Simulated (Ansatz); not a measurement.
**Nb in Ag(111), 2x2: scattering by a point defect**

Wanted: the reflection from a plane of defects, Nb in Ag(111), 2x2, and the resistivity it implies.

Main program and level: Ansatz 0.2.0; Ansatz plane-wave DFT, PBE, PAW files; ballistic transport by layer matching (Landauer), zero bias; PAW set soft_1.

## Step 1: The structure

The cell holds 44 atoms: 43 Ag and 1 Nb. Cell: a = 5.779 Å, b = 5.779 Å, c = 26.004 Å, α = 86.8°, β = 93.2°, γ = 120.0°. It derives from Ag. Regions: lead, 24 atoms (24 Ag); scattering region, 20 atoms (19 Ag and 1 Nb). The structure is stacked along c, and the current runs across the ab planes.

## Step 2: Transmission at ideal sites

The defect sits in one plane of the supercell, all atoms on ideal sites; the layers about the cell's end are the lead. The mesh across the current, 10×10, is finer than the density's, because channels open and close sharply across the zone. Energies from -0.1 to 0.1 eV in steps of 0.05 eV are too few for the program's thermal sum, so it prints no conductance; for a metal the transmission near the Fermi level serves, at a fraction of the cost.

Input file input.yaml:

```yaml
crystal:
  lattice:
    - [5.7787594586, 0.0, 0.0]
    - [-2.8893797293, 5.0045524935, 0.0]
    - [-1.4446898646, 0.8340920822, 25.9508553696]
  atoms:
    - { symbol: Ag, position: [0.0075757576, 0.9924242424, 0.0454545455] }
    - { symbol: Ag, position: [0.0075757576, 0.4924242424, 0.0454545455] }
    - { symbol: Ag, position: [0.5075757576, 0.9924242424, 0.0454545455] }
    - { symbol: Ag, position: [0.5075757576, 0.4924242424, 0.0454545455] }
    - { symbol: Ag, position: [0.1893939394, 0.3106060606, 0.1363636364] }
    - { symbol: Ag, position: [0.1893939394, 0.8106060606, 0.1363636364] }
    - { symbol: Ag, position: [0.6893939394, 0.3106060606, 0.1363636364] }
    - { symbol: Ag, position: [0.6893939394, 0.8106060606, 0.1363636364] }
    - { symbol: Ag, position: [0.3712121212, 0.1287878788, 0.2272727273] }
    - { symbol: Ag, position: [0.3712121212, 0.6287878788, 0.2272727273] }
    - { symbol: Ag, position: [0.8712121212, 0.1287878788, 0.2272727273] }
    - { symbol: Ag, position: [0.8712121212, 0.6287878788, 0.2272727273] }
    - { symbol: Ag, position: [0.053030303, 0.946969697, 0.3181818182] }
    - { symbol: Ag, position: [0.053030303, 0.446969697, 0.3181818182] }
    - { symbol: Ag, position: [0.553030303, 0.946969697, 0.3181818182] }
    - { symbol: Ag, position: [0.553030303, 0.446969697, 0.3181818182] }
    - { symbol: Ag, position: [0.2348484848, 0.2651515152, 0.4090909091] }
    - { symbol: Ag, position: [0.2348484848, 0.7651515152, 0.4090909091] }
    - { symbol: Ag, position: [0.7348484848, 0.2651515152, 0.4090909091] }
    - { symbol: Ag, position: [0.7348484848, 0.7651515152, 0.4090909091] }
    - { symbol: Nb, position: [0.4166666667, 0.0833333333, 0.5] }
    - { symbol: Ag, position: [0.4166666667, 0.5833333333, 0.5] }
    - { symbol: Ag, position: [0.9166666667, 0.0833333333, 0.5] }
    - { symbol: Ag, position: [0.9166666667, 0.5833333333, 0.5] }
    - { symbol: Ag, position: [0.0984848485, 0.9015151515, 0.5909090909] }
    - { symbol: Ag, position: [0.0984848485, 0.4015151515, 0.5909090909] }
    - { symbol: Ag, position: [0.5984848485, 0.9015151515, 0.5909090909] }
    - { symbol: Ag, position: [0.5984848485, 0.4015151515, 0.5909090909] }
    - { symbol: Ag, position: [0.2803030303, 0.2196969697, 0.6818181818] }
    - { symbol: Ag, position: [0.2803030303, 0.7196969697, 0.6818181818] }
    - { symbol: Ag, position: [0.7803030303, 0.2196969697, 0.6818181818] }
    - { symbol: Ag, position: [0.7803030303, 0.7196969697, 0.6818181818] }
    - { symbol: Ag, position: [0.4621212121, 0.0378787879, 0.7727272727] }
    - { symbol: Ag, position: [0.4621212121, 0.5378787879, 0.7727272727] }
    - { symbol: Ag, position: [0.9621212121, 0.0378787879, 0.7727272727] }
    - { symbol: Ag, position: [0.9621212121, 0.5378787879, 0.7727272727] }
    - { symbol: Ag, position: [0.1439393939, 0.8560606061, 0.8636363636] }
    - { symbol: Ag, position: [0.1439393939, 0.3560606061, 0.8636363636] }
    - { symbol: Ag, position: [0.6439393939, 0.8560606061, 0.8636363636] }
    - { symbol: Ag, position: [0.6439393939, 0.3560606061, 0.8636363636] }
    - { symbol: Ag, position: [0.3257575758, 0.1742424242, 0.9545454545] }
    - { symbol: Ag, position: [0.3257575758, 0.6742424242, 0.9545454545] }
    - { symbol: Ag, position: [0.8257575758, 0.1742424242, 0.9545454545] }
    - { symbol: Ag, position: [0.8257575758, 0.6742424242, 0.9545454545] }
kpoints:
  mp_grid: { grid: [4, 4, 1] }
hamiltonian:
  xc: pbe
  pseudopotentials: { kind: paw, azcp: { folder: soft_1 } }
scf:
  occupations: { method: fermi_dirac, width: 0.1 }
output:
  transmission: { leads: [[0, 4]], kmesh: [10, 10], e_range: [-0.1, 0.1], de: 0.05 }
  write_potential: true
  write_density: true
  volumetric_format: npy
  elf: true
```

Run with:

```sh
$ ansatz run input.yaml --threads 4 --pin off --max-ram 15360MiB --backend cpu --events-out ev --progress --plain --runs-dir out
```

Numbers of over 12 decimals in the logs are rounded to 6 here.

What it wrote:

```text
Engine: ansatz 0.2.0, x86_64-unknown-linux-gnu
Pseudopotentials: kind: paw
Pseudopotential: Ag, paw, valence charge 19, recommended cutoff 420 eV (normal), soft_1/Ag.paw.azcp
Pseudopotential: Nb, paw, valence charge 13, recommended cutoff 420 eV (normal), soft_1/Nb.paw.azcp
Functional definition: PBE
  parameter kappa = 0.804
  parameter beta = 0.066725
  exchange = pbe_x(kappa = kappa, mu = beta*pi^2/3)
  correlation = pbe_c(beta = beta)
Crystal: 44 atoms, lattice volume = 750.501 Å³
Basis set: ecut = 420 eV, 14721 PW (Γ)
Bands: 498, of which v1, the nominal top of the filled ones, is band 415 counted from 1 (414 counted from 0)
Symmetry: 4 space group operations
Space group: C2/m (ITA 12), of the structure as read, at distance tolerance 9.1e-5 Å
k-points: 7 of 16
Non-local potential: Ag, projectors of the file, l = 0: 3, l = 1: 2, l = 2: 2, l = 3: 1
Non-local potential: Nb, projectors of the file, l = 0: 3, l = 1: 2, l = 2: 2, l = 3: 1
PAW form: soft (Blöchl's): semilocal exchange-correlation on the pseudo side does not see the compensation charge
PAW one-centre angular grid: Ag, 590 points (default); XC on 64 Gauss nodes
PAW one-centre angular grid: Nb, 590 points (default); XC on 64 Gauss nodes
Initial density: superposition of atomic densities (chi_scale 0.1, normalization cell, long waves 14 % of neutral atoms (reshape's long-wave potential 1.14 eV rms, cloud 3.09 Å wide))
Initial wavefunctions: pseudopotential atomic-orbital guess
Functional: x = pbe(κ = 0.804, μ = 0.219515), c = pbe(β = 0.066725)
SCF iter   1: F=—  HF=-330973.098443 eV  |F-HF|=—  |Δ(HF+E_count)|=         —  Δρ=9.60e-2  dr2=8.72e2  ethr=3.10e-3  ⟨swp⟩=4.1  Hψ=10423  notcnv=0  defer=164
preconditioner: auto → Kerker (q_TF=auto, 2.774 Å⁻¹)  [metal: Δε(μ)=0.013 eV  Ē_g=9.881 eV  σ=0.100 eV  W_gap=0.03  n_scr=292 (ndim 8)  ℏωp=29.6 eV  f_vac=0.000  D(μ)=12.96/eV (n_scr^D=74)]
SCF iter   2: F=—  HF=-330956.643627 eV  |F-HF|=—  |Δ(HF+E_count)|=    1.65e1  Δρ=4.84e-2  dr2=5.09e2  ethr=3.10e-3  ⟨swp⟩=2.6  Hψ=5707  notcnv=0  defer=422
SCF iter   3: F=—  HF=-330947.929452 eV  |F-HF|=—  |Δ(HF+E_count)|=    8.71e0  Δρ=2.15e-2  dr2=3.34e1  ethr=3.10e-3  ⟨swp⟩=2.4  Hψ=5040  notcnv=0  defer=419
SCF iter   4: F=—  HF=-330946.490194 eV  |F-HF|=—  |Δ(HF+E_count)|=    1.44e0  Δρ=7.34e-3  dr2=3.31e1  ethr=3.10e-3  ⟨swp⟩=1.7  Hψ=4066  notcnv=0  defer=414
SCF iter   5: F=—  HF=-330945.848644 eV  |F-HF|=—  |Δ(HF+E_count)|=   6.42e-1  Δρ=4.56e-3  dr2=1.58e0  ethr=3.10e-3  ⟨swp⟩=2.1  Hψ=3863  notcnv=0  defer=414
SCF iter   6: F=—  HF=-330945.828353 eV  |F-HF|=—  |Δ(HF+E_count)|=   2.03e-2  Δρ=1.89e-3  dr2=1.28e-1  ethr=1.90e-4  ⟨swp⟩=1.6  Hψ=4154  notcnv=0  defer=411
SCF iter   7: F=—  HF=-330945.820072 eV  |F-HF|=—  |Δ(HF+E_count)|=   8.28e-3  Δρ=6.91e-4  dr2=5.23e-2  ethr=1.54e-5  ⟨swp⟩=2.0  Hψ=3273  notcnv=0  defer=411
SCF iter   8: F=—  HF=-330945.819393 eV  |F-HF|=—  |Δ(HF+E_count)|=   6.79e-4  Δρ=1.66e-4  dr2=6.27e-4  ethr=6.31e-6  ⟨swp⟩=1.4  Hψ=3078  notcnv=0  defer=411
SCF iter   9: F=—  HF=-330945.819275 eV  |F-HF|=—  |Δ(HF+E_count)|=   1.17e-4  Δρ=5.62e-5  dr2=6.48e-5  ethr=7.55e-8  ⟨swp⟩=2.1  Hψ=5673  notcnv=0  defer=411
SCF iter  10: F=—  HF=-330945.820059 eV  |F-HF|=—  |Δ(HF+E_count)|=   7.84e-4  Δρ=1.52e-5  dr2=7.36e-6  ethr=7.80e-9  ⟨swp⟩=2.0  Hψ=4887  notcnv=0  defer=411
SCF iter  11: F=—  HF=-330945.820058 eV  |F-HF|=—  |Δ(HF+E_count)|=   8.24e-7  Δρ=7.06e-6  dr2=6.83e-7  ethr=8.87e-10  ⟨swp⟩=2.0  Hψ=3812  notcnv=0  defer=411
SCF iter  12: F=-330945.820058 eV  HF=-330945.820058 eV  |F-HF|=7.01e-8  |Δ(HF+E_count)|=   1.25e-7  Δρ=1.89e-6  dr2=8.65e-8  ethr=1.20e-11  ⟨swp⟩=10.0  Hψ=14510  notcnv=0
SCF 1 converged in 12 iterations: F = -330945.820058 eV  dr2 = 8.65e-8
  greatest PAW one-centre occupation: 1.002 electrons in one spin orbital (limit 2), on the Ag atom at site 22 (counted from 0), in its partial waves of l = 0
transmission: 106 of 1054 steps passed
transmission: 218 of 1054 steps passed
[...]
transmission: 1054 of 1054 steps passed
SCF converged after 12 iterations
Free energy (F): -330945.820058 eV
Harris-Foulkes:  -330945.820058 eV  (|F-HF|=7.01e-8)
Internal energy: -330945.191752 eV  (E = F + TS)
E sigma→0 (E₀):  -330945.505905 eV
Entropy (-TS):   -0.628306 eV (-14.280 meV/atom)
Fermi energy:    17.281717 eV
--- Per-component energies (eV) ---
  E_band       = -10211.610754
  E_kinetic    = 20488.035204
  E_local      = -90917.583481  (includes V_loc(G=0)·N_el)
  E_nonlocal   = 1454.606395
  E_hartree    = 44620.444546
  E_xc         = -7013.089228
  E_vxc        = -8868.780389  (∫ρ·V_xc dr)
  E_paw        = -173155.861653  (= ΣΔE_a)
  E_vpaw       = -21608.783916  (= ΣTr[D̂ρ^β])
  E_aug_tail   = 0.016161  (compensation charges beyond the density's cutoff)
  E_ewald      = -126421.759697
  E_smearing   = -0.628306  (= −TS)
  E_closure    = 0.000000  (closes the sum)
  Σ components = -330945.820058   (vs F -330945.820058, Δ=0.00e0)
--- Band table (eV; the first three rows and the last of 7) ---
  k-point 0: bands = [... 411 lower, 17.4889, 17.5019, 17.6475, 17.6930, 17.7159, 17.9032, 17.9956, 18.0305, ... 79 higher]
  k-point 1: bands = [... 411 lower, 16.9935, 17.0463, 17.1577, 17.2131, 17.3389, 17.3748, 17.4090, 17.5797, ... 79 higher]
  k-point 2: bands = [... 411 lower, 16.8690, 16.9949, 17.0397, 17.1749, 17.2094, 17.2177, 17.2803, 17.3419, ... 79 higher]
  k-point 6: bands = [... 411 lower, 16.9026, 16.9081, 17.0332, 17.0871, 17.1497, 17.2640, 17.4712, 17.4907, ... 79 higher]
--- Transmission ---
  basis      : 253 plane waves across, 34 finite elements along
  points     : 31, standing for a mesh of 10 x 10
  energies   : 5 from -0.100000 to 0.100000 eV about the Fermi level, 0.050000 eV apart; the leads are filled to 0.000000 eV, and channels, transmission and decay are at 0.000000 eV
  crystal 0  : Ag4, at the sites [0, 4], period 2.3592 Å, over 23.59 Å; its Hamiltonian steps by up to 16.1 meV
    offset         : up to 0.0000 Å between an atom of the period and one for which it stands
    channels       : 3.210000e0 a spin
    conductance    : none, the energies end too early or step too widely for 300 K: set another output.transmission.e_range or a lower de, or, where they end at an eighth of basis.ecutwfc, a higher one
  junction   : crystal 0 to crystal 0, 0.70 to 24.29 Å
    transmission   : 1.272200e0 a spin
    conductance    : none, the energies end too early or step too widely for 300 K: set another output.transmission.e_range or a lower de, or, where they end at an eighth of basis.ecutwfc, a higher one
```

It took 3.4 min on 4 threads of Intel Xeon Platinum 8375C at 2.90GHz (Ice Lake), shared host; peak memory 6.3 GiB; 13 min of CPU time.

Reading the cycles: dr2 is the Hartree energy of the density residual (eV), the measure of convergence; HF is the Harris–Foulkes estimate of the energy, which meets the free energy F at convergence.

Numbers from this step:

| Property | Result |
| --- | --- |
| free energy | -330945.8201 eV |
| energy at zero smearing | -330945.5059 eV |
| Fermi energy | 17.28 eV |
| cell area | 28.92 Å² |
| transmission per spin nearest the Fermi level | 1.272 |
| open channels per spin nearest the Fermi level | 3.21 |
| step of the lead's potential | 16.1 meV |

Per spin. Transmission, zone mean against energy, zero at the Fermi level:

```tsv
energy (eV)	transmission, zone mean
-0.1000	1.36
-0.0500	1.33
0.0000	1.27
0.0500	1.24
0.1000	1.25
```

Per spin. The open channels, zone mean, lead stays at 3.21 for energy from -0.1 to 0.1 eV.

Transmission over k1 and k2. At 0.0000 eV from the Fermi level.

Ten even steps from '0' (0.61) to '9' (2.36):
```
2912192000
1151151100
1218781210
2117997112
5958969859
2211799711
1012187812
1001151151
2000291219
5211252112
```
Columns: k1 (b1) from -0.5 to 0.4; rows upwards: k2 (b2) from -0.5 to 0.4.

Open channels over k1 and k2. At 0.0000 eV from the Fermi level.

Ten even steps from '_' (3.00) to '@' (4.00):
```
__@@______@@________
____@@____@@________
______@@__@@________
____________________
@@@@@@@@______@@@@@@
____________________
__________@@__@@____
__________@@____@@__
__________@@______@@
@@________@@________
```
Columns: k1 (b1) from -0.5 to 0.4; rows upwards: k2 (b2) from -0.5 to 0.4.

ELF in the ca plane at fractional y = 0.083, with atoms of Nb and Ag within 0.2 Å of it. It is the smooth field of the valence electrons, not physical close to the nuclei.

Ten even steps from '0' (0.15) to '9' (0.74), each cell a mean:
```
00002454100000000000000369852000000000000014
00014786300000000000000369851000000000000002
00014785200000000000000145530000000001221000
00003553100111000001000012210001210002442000
00000111000343100012101111111112210002442000
00000000001344200012111001100111110001221001
00000000001233100011111047730110000000000003
00001332100111000000110388882011000000000014
00013665200000000000110693494011000000000003
00014796300000000000110497881110000000110001
00014665200000000000110147620111100002332000
00002332000122100011111001101112210002443000
00000000001344200022101111111012210002332000
00000000001343200011100012210000100000110002
00000111000222000000000135531000000000000003
```
Columns run along c (16.0 Å, from fractional 0.15 to 0.76 of the cell), rows up along a (5.8 Å). Atoms in or near the plane, at fractional coordinates: Nb at (0.50, 0.42), Ag at (0.50, 0.92).

Electrostatic potential energy in the ca plane at fractional y = 0.083, with atoms of Nb and Ag within 0.2 Å of it. With pseudopotentials it is smooth inside the atoms' cores, unlike the true potential.

Ten even steps from '0' (-12 eV) to '9' (20 eV), each cell a mean:
```
99984001589888999999998304405999999999999971
99961230389999999999998304305999999999888984
99960230389999999999999510037998889997446898
99973002699766899977799865579986568984113799
99997557897312589854689988899975468973113899
89999999996201489854689876678986579986346897
89999878997323699877898620037898899998889983
99996324798767899999997300004899999999999971
99972010489999999999997100003899999999999972
99950240389999999999997200005899999998667986
99961010489888999988898520147887789985224899
99985224898534799865789876689985468973003799
89999888997201489754589988899975468984125898
89999999996211589865789975579987789998668985
89998657898545799988899610027999999999999971
```
Columns run along c (16.0 Å, from fractional 0.15 to 0.76 of the cell; values clipped at the 3rd and 97th percentile), rows up along a (5.8 Å). Atoms in or near the plane, at fractional coordinates: Nb at (0.50, 0.42), Ag at (0.50, 0.92).

Valence density in the ca plane at fractional y = 0.083, with atoms of Nb and Ag within 0.2 Å of it. It is the smooth field of the valence electrons, not physical close to the nuclei.

Values in e/Å³, 8 rows by 16 columns, each cell a mean:
```
 0  2  7  0  0  0  0  0  2 14  1  0  0  0  0  1
 0  3  8  0  0  0  0  0  1  4  0  0  0  1  1  0
 0  0  1  0  2  1  1  1  0  0  0  1  0  1  2  0
 0  0  0  0  2  0  0  0  1  2  0  0  0  0  0  1
 0  2  7  0  0  0  0  0  2  5  1  0  0  0  0  1
 0  3  8  0  0  0  0  0  1  2  0  0  0  1  1  0
 0  0  1  0  2  1  1  1  0  0  0  1  0  1  2  0
 0  0  0  0  2  0  0  0  1  3  0  0  0  0  0  1
```
Columns run along c (16.0 Å, from fractional 0.15 to 0.76 of the cell), rows up along a (5.8 Å). Atoms in or near the plane, at fractional coordinates: Nb at (0.50, 0.42), Ag at (0.50, 0.92).

Over the solved energies the transmission per spin lies between 1.24 and 1.36, out of 3.21 channels of the lead on average (up to 3.21).

## Step 3: Resistance at ideal sites

This step: Ansatz plane-wave DFT, PBE, PAW files; ballistic transport by layer matching (Landauer), zero bias; area resistance of the defect plane and resistivity an atomic per cent; PAW set soft_1 (Ansatz 0.2.0).

This step gave:

```
area resistance                                                                                 : 1.753 fΩ m²
T over the leads' mean channel count                                                            : 0.3988
resistivity per at.% scaled from this dense plane, with the factor 3/4 for isotropic scattering : 22.29 µΩ cm
```

Averaged over the energies near the Fermi level, 39.9 % of the channels pass, which makes 1.75 fΩ m².

By hand, with T and the leads' channels N averaged over the energies near the Fermi level: RA = A (h/2e²)(1/T − 1/N) = 28.92×10⁻²⁰ m² × 12 906 Ω × (1/1.280 − 1/3.210) = 1.75 fΩ m². Per atomic per cent: RA × A / V_atom × 0.01 × 3/4 = 22.3 µΩ cm, with the host's V_atom = 17.06 Å³.

## Step 4: Results

| Property | Result |
| --- | --- |
| share of channels that pass, rigid | 0.399 |
| area resistance, rigid | 1.75 fΩ m² |
| resistivity per at.% from the area resistance, times 3/4, rigid | 22.3 µΩ cm |

In words: The plane of defects adds 1.8 fΩ m². Scaled to one atomic per cent that is 30 µΩ cm as it stands and 22 with the factor 3/4 for isotropic scattering on a spherical Fermi surface; with the reflection in place of the resistance taken as linear in the density it would be 8.9. These are rough estimates of the dilute value, not bounds. One Nb in each 2x2 cell reflects 60 % of the lead's channels. The defects form a dense periodic sheet that scatters coherently, unlike a dilute random alloy. T and N are means over the solved energies nearest the Fermi level.

[Logs are printed without paths, hosts, clocks, repeated set-up lines and the standing remarks that a program may print on its own settings, such as how far it seeks lower states.]

[Hosts, paths, dates, database ids (printed as entryN), source tags and the programs' standing remarks are cut or masked in the printed files.]
